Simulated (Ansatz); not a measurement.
# Tin, alpha-Sn (diamond) under r²SCAN: testing the plane-wave cutoff, part 1 of 2

Aim: find which plane-wave cutoff is enough for energy and pressure. The geometry was relaxed under r²SCAN beforehand and stays fixed; 9 values are run, from 150 to 800 eV. Wanted are the values from which on the energy stays within 10 and 1 meV/atom, and the pressure within 0.5 GPa, of the last run. Within the series other settings stay, but some runs also write fields, which adds to their time. Spin polarisation is left out.

Method: DFT r²SCAN, plane waves with PAW, scalar-relativistic, in Ansatz 0.2.0.

### Step 1. The system as given

Symmetry: Fd-3m, No. 227, cubic system. Conventional cell: a = 6.568 Å, b = 6.568 Å, c = 6.568 Å, α = 90.00°, β = 90.00°, γ = 90.00°. Around Sn (site symmetry -43m) lie 4 Sn at 2.84 Å.

Structure file:

```
Sn
1.0
     0.00000    3.28405    3.28405
     3.28405    0.00000    3.28405
     3.28405    3.28405    0.00000
Sn
2
Direct
  0.50000 0.50000 0.50000
  0.75000 0.75000 0.75000
```

### Step 2. A run at the usual settings, for scale

input.yaml

```yaml
crystal:
  lattice:
    - [0.0, 3.2840539893, 3.2840539893]
    - [3.2840539893, 0.0, 3.2840539893]
    - [3.2840539893, 3.2840539893, 0.0]
  atoms:
    - { symbol: Sn, position: [0.5, 0.5, 0.5] }
    - { symbol: Sn, position: [0.75, 0.75, 0.75] }
hamiltonian:
  xc: r2scan
  pseudopotentials:
    kind: paw
    azcp:
      Sn: "pseudopotentials/Sn.paw.azcp"
basis:
  ecutwfc: 500
  fft_grid_basis: typed
kpoints:
  mp_grid: { grid: [14, 14, 14], shift: [0, 0, 0] }
magnetization:
  spin_polarized: false
scf:
  occupations: { method: fermi_dirac, width: 0.1 }
  lower_state_search: "off"
output:
  stress: true
```

The run is started by

```
$ ansatz run input.yaml --threads 2 --pin off --max-ram 5120MiB --backend cpu --events-out ev --progress --plain --runs-dir out
```

The program printed (excerpt; [...] marks lines left out):

```text
Warning: RAYON_NUM_THREADS=2 ignored (pool sized by the plan → 2); use --threads N
[...]
Pseudopotentials: kind: paw
Pseudopotential: Sn, paw, valence charge 14, recommended cutoff 500 eV (meta_gga), <dir>
Functional definition: r2SCAN
[...]
Crystal: 2 atoms, lattice volume = 70.837 Å³
Basis set: ecut = 500 eV, 1807 PW (Γ), exchange–correlation on 144×144×144 points (64 copies of the dense FFT grid, shifted against one another)
Bands: 18, of which v1, the nominal top of the filled ones, is band 14 counted from 1 (13 counted from 0)
Symmetry: 48 space group operations
Space group: Fd-3m (ITA 227), of the structure as read, at distance tolerance 4.1e-5 Å
k-points: 104 of 2744
[...]
SCF iter   1: F=-12077.282333 eV  HF=-12077.274963 eV  |F-HF|=7.37e-3  |Δ(HF+E_count)|=         —  Δρ=4.85e-3  dr2=7.16e-3  dr2_τ=4.43e-3  ethr=1.77e-3  ⟨swp⟩=5.7  Hψ=10264  notcnv=0
[...]
SCF iter   7: F=-12077.282246 eV  HF=-12077.282246 eV  |F-HF|=4.84e-9  |Δ(HF+E_count)|=   5.51e-8  Δρ=3.81e-6  dr2=1.07e-8  dr2_τ=1.11e-10  ethr=3.57e-10  ⟨swp⟩=4.9  Hψ=5866  notcnv=0
[...]
SCF converged after 7 iterations
Free energy (F): -12077.282246 eV
[...]
E sigma→0 (E₀):  -12077.280668 eV
Entropy (-TS):   -0.003157 eV (-1.578 meV/atom)
Fermi energy:    7.350450 eV
[...]
--- Stress (GPa, compression-positive) ---
       -0.009497      -0.000000       0.000000
       -0.000000      -0.009497      -0.000000
       -0.000000       0.000000      -0.009497
  P = ⅓ Tr σ = -0.0095 GPa (-0.095 kbar)
```

Wall time 9.2 s (2 threads of Arm Neoverse V1, shared host); peak memory 0.62 GiB.

### Step 3. Cutoff 150 eV

The run at 150 eV.

Changes to input.yaml since step 2:

```diff
@@ -15,6 +15,6 @@
 basis:
-  ecutwfc: 500
+  ecutwfc: 150
   fft_grid_basis: typed
 kpoints:
-  mp_grid: { grid: [14, 14, 14], shift: [0, 0, 0] }
+  mp_grid: { grid: [8, 8, 8], shift: [0, 0, 0] }
 magnetization:
```

The run is started by

```
$ ansatz run input.yaml --threads 2 --pin off --max-ram 5120MiB --backend cpu --events-out ev --progress --plain --runs-dir out
```

The program printed (excerpt; [...] marks lines left out):

```text
Warning: basis.ecutwfc = 150 eV is below the records' recommended 500 eV, and the density's cutoff is lower with it unless basis.ecutrho_ratio is high enough to keep the records' density cutoff: compare with a run at a higher cutoff
Warning: RAYON_NUM_THREADS=2 ignored (pool sized by the plan → 2); use --threads N
[...]
[... 3 set-up lines as earlier in the session ...]
[...]
Crystal: 2 atoms, lattice volume = 70.837 Å³
Basis set: ecut = 150 eV, 307 PW (Γ), exchange–correlation on 80×80×80 points (64 copies of the dense FFT grid, shifted against one another)
Bands: 18, of which v1, the nominal top of the filled ones, is band 14 counted from 1 (13 counted from 0)
[... 2 set-up lines as earlier in the session ...]
k-points: 29 of 512
[...]
SCF iter   1: F=-11985.430478 eV  HF=-12004.288356 eV  |F-HF|=1.89e1  |Δ(HF+E_count)|=         —  Δρ=2.05e-1  dr2=1.71e1  dr2_τ=9.72e-1  ethr=1.77e-3  ⟨swp⟩=4.9  Hψ=2398  notcnv=0
[...]
SCF iter   8: F=-11993.456098 eV  HF=-11993.456098 eV  |F-HF|=9.17e-9  |Δ(HF+E_count)|=   1.55e-7  Δρ=4.79e-6  dr2=1.64e-8  dr2_τ=9.07e-11  ethr=3.57e-10  ⟨swp⟩=4.0  Hψ=1572  notcnv=0
[...]
SCF converged after 8 iterations
Free energy (F): -11993.456098 eV
[...]
E sigma→0 (E₀):  -11993.449838 eV
Entropy (-TS):   -0.012519 eV (-6.259 meV/atom)
Fermi energy:    7.415581 eV
[...]
--- Stress (GPa, compression-positive) ---
        4.224634      -0.000000       0.000000
        0.000000       4.224634       0.000000
        0.000000       0.000000       4.224634
  P = ⅓ Tr σ = 4.2246 GPa (42.246 kbar)
```

It took 0.96 s on 2 threads of Arm Neoverse V1, shared host; peak memory 0.29 GiB.

### Step 4. Cutoff 200 eV

The run at 200 eV.

Changes to input.yaml since step 3:

```diff
@@ -15,3 +15,3 @@
 basis:
-  ecutwfc: 150
+  ecutwfc: 200
   fft_grid_basis: typed
```

The run is started by

```
$ ansatz run input.yaml --threads 2 --pin off --max-ram 5120MiB --backend cpu --events-out ev --progress --plain --runs-dir out
```

The program printed (excerpt; [...] marks lines left out):

```text
Warning: basis.ecutwfc = 200 eV is below the records' recommended 500 eV, and the density's cutoff is lower with it unless basis.ecutrho_ratio is high enough to keep the records' density cutoff: compare with a run at a higher cutoff
Warning: RAYON_NUM_THREADS=2 ignored (pool sized by the plan → 2); use --threads N
[...]
[... 3 set-up lines as earlier in the session ...]
[...]
Crystal: 2 atoms, lattice volume = 70.837 Å³
Basis set: ecut = 200 eV, 459 PW (Γ), exchange–correlation on 96×96×96 points (64 copies of the dense FFT grid, shifted against one another)
Bands: 18, of which v1, the nominal top of the filled ones, is band 14 counted from 1 (13 counted from 0)
[... 2 set-up lines as earlier in the session ...]
k-points: 29 of 512
[...]
SCF iter   1: F=-12066.254656 eV  HF=-12067.005705 eV  |F-HF|=7.51e-1  |Δ(HF+E_count)|=         —  Δρ=4.21e-2  dr2=6.08e-1  dr2_τ=1.50e-1  ethr=1.77e-3  ⟨swp⟩=5.7  Hψ=2589  notcnv=0
[...]
SCF iter   8: F=-12066.650383 eV  HF=-12066.650383 eV  |F-HF|=1.33e-9  |Δ(HF+E_count)|=   3.18e-8  Δρ=2.64e-6  dr2=2.24e-9  dr2_τ=3.52e-11  ethr=3.57e-10  ⟨swp⟩=4.0  Hψ=1563  notcnv=0
[...]
SCF converged after 8 iterations
Free energy (F): -12066.650383 eV
[...]
E sigma→0 (E₀):  -12066.646062 eV
Entropy (-TS):   -0.008644 eV (-4.322 meV/atom)
Fermi energy:    7.330913 eV
[...]
--- Stress (GPa, compression-positive) ---
       -3.335473       0.000000       0.000000
       -0.000000      -3.335473      -0.000000
        0.000000      -0.000000      -3.335473
  P = ⅓ Tr σ = -3.3355 GPa (-33.355 kbar)
```

Wall time 1.3 s (2 threads of Arm Neoverse V1, shared host); peak memory 0.33 GiB.

### Step 5. Cutoff 250 eV

The run at 250 eV.

Changes to input.yaml since step 4:

```diff
@@ -15,3 +15,3 @@
 basis:
-  ecutwfc: 200
+  ecutwfc: 250
   fft_grid_basis: typed
```

The run is started by

```
$ ansatz run input.yaml --threads 2 --pin off --max-ram 5120MiB --backend cpu --events-out ev --progress --plain --runs-dir out
```

The program printed (excerpt; [...] marks lines left out):

```text
Warning: basis.ecutwfc = 250 eV is below the records' recommended 500 eV, and the density's cutoff is lower with it unless basis.ecutrho_ratio is high enough to keep the records' density cutoff: compare with a run at a higher cutoff
Warning: RAYON_NUM_THREADS=2 ignored (pool sized by the plan → 2); use --threads N
[...]
[... 3 set-up lines as earlier in the session ...]
[...]
Crystal: 2 atoms, lattice volume = 70.837 Å³
Basis set: ecut = 250 eV, 609 PW (Γ), exchange–correlation on 96×96×96 points (64 copies of the dense FFT grid, shifted against one another)
Bands: 18, of which v1, the nominal top of the filled ones, is band 14 counted from 1 (13 counted from 0)
[... 2 set-up lines as earlier in the session ...]
k-points: 29 of 512
[...]
SCF iter   1: F=-12076.107607 eV  HF=-12076.107635 eV  |F-HF|=2.71e-5  |Δ(HF+E_count)|=         —  Δρ=5.26e-3  dr2=9.96e-3  dr2_τ=2.11e-2  ethr=1.77e-3  ⟨swp⟩=5.8  Hψ=2654  notcnv=0
[...]
SCF iter   6: F=-12076.119193 eV  HF=-12076.119193 eV  |F-HF|=2.87e-10  |Δ(HF+E_count)|=   5.51e-9  Δρ=5.62e-7  dr2=1.73e-10  dr2_τ=4.93e-12  ethr=1.40e-11  ⟨swp⟩=1.9  Hψ=1632  notcnv=0
[...]
SCF converged after 6 iterations
Free energy (F): -12076.119193 eV
[...]
E sigma→0 (E₀):  -12076.115971 eV
Entropy (-TS):   -0.006442 eV (-3.221 meV/atom)
Fermi energy:    7.307764 eV
[...]
--- Stress (GPa, compression-positive) ---
        0.634977      -0.000000      -0.000000
       -0.000000       0.634977      -0.000000
        0.000000       0.000000       0.634977
  P = ⅓ Tr σ = 0.6350 GPa (6.350 kbar)
```

It took 1.2 s on 2 threads of Arm Neoverse V1, shared host; peak memory 0.33 GiB.

### Step 6. Cutoff 300 eV

The run at 300 eV.

Changes to input.yaml since step 5:

```diff
@@ -15,3 +15,3 @@
 basis:
-  ecutwfc: 250
+  ecutwfc: 300
   fft_grid_basis: typed
@@ -26 +26,5 @@
   stress: true
+  write_density: true
+  write_potential: true
+  elf: true
+  volumetric_format: npy
```

The run is started by

```
$ ansatz run input.yaml --threads 2 --pin off --max-ram 5120MiB --backend cpu --events-out ev --progress --plain --runs-dir out
```

The program printed (excerpt; [...] marks lines left out):

```text
Warning: basis.ecutwfc = 300 eV is below the records' recommended 500 eV, and the density's cutoff is lower with it unless basis.ecutrho_ratio is high enough to keep the records' density cutoff: compare with a run at a higher cutoff
Warning: RAYON_NUM_THREADS=2 ignored (pool sized by the plan → 2); use --threads N
[...]
[... 3 set-up lines as earlier in the session ...]
[...]
Crystal: 2 atoms, lattice volume = 70.837 Å³
Basis set: ecut = 300 eV, 869 PW (Γ), exchange–correlation on 108×108×108 points (64 copies of the dense FFT grid, shifted against one another)
Bands: 18, of which v1, the nominal top of the filled ones, is band 14 counted from 1 (13 counted from 0)
[... 2 set-up lines as earlier in the session ...]
k-points: 29 of 512
[...]
SCF iter   1: F=-12077.193126 eV  HF=-12077.183321 eV  |F-HF|=9.81e-3  |Δ(HF+E_count)|=         —  Δρ=3.75e-3  dr2=4.68e-3  dr2_τ=5.66e-3  ethr=1.77e-3  ⟨swp⟩=5.7  Hψ=2753  notcnv=0
[...]
SCF iter   6: F=-12077.192339 eV  HF=-12077.192339 eV  |F-HF|=2.73e-11  |Δ(HF+E_count)|=   4.87e-8  Δρ=3.37e-7  dr2=7.61e-11  dr2_τ=1.18e-12  ethr=6.55e-11  ⟨swp⟩=6.1  Hψ=3014  notcnv=0
[...]
SCF converged after 6 iterations
Free energy (F): -12077.192339 eV
[...]
E sigma→0 (E₀):  -12077.189429 eV
Entropy (-TS):   -0.005820 eV (-2.910 meV/atom)
Fermi energy:    7.288424 eV
[...]
--- Stress (GPa, compression-positive) ---
        0.099073       0.000000       0.000000
       -0.000000       0.099073      -0.000000
        0.000000       0.000000       0.099073
  P = ⅓ Tr σ = 0.0991 GPa (0.991 kbar)
--- Band table (eV; the first three rows and the last of 29) ---
  k-point 0: bands = ["-15.1098", "-15.1098", "-15.1098", "-15.0523", "-15.0523", "-14.7580", "-14.7580", "-14.7580", "-14.7454", "-14.7454", "-3.5775", "6.6876", "7.3156", "7.3156", "7.3156", "9.5333", "9.5333", "9.5333"]
[...]
```

Run time: 2 s. Hardware: 2 threads of Arm Neoverse V1, shared host; peak memory 0.37 GiB.

(Continued in part 2 of 2.)
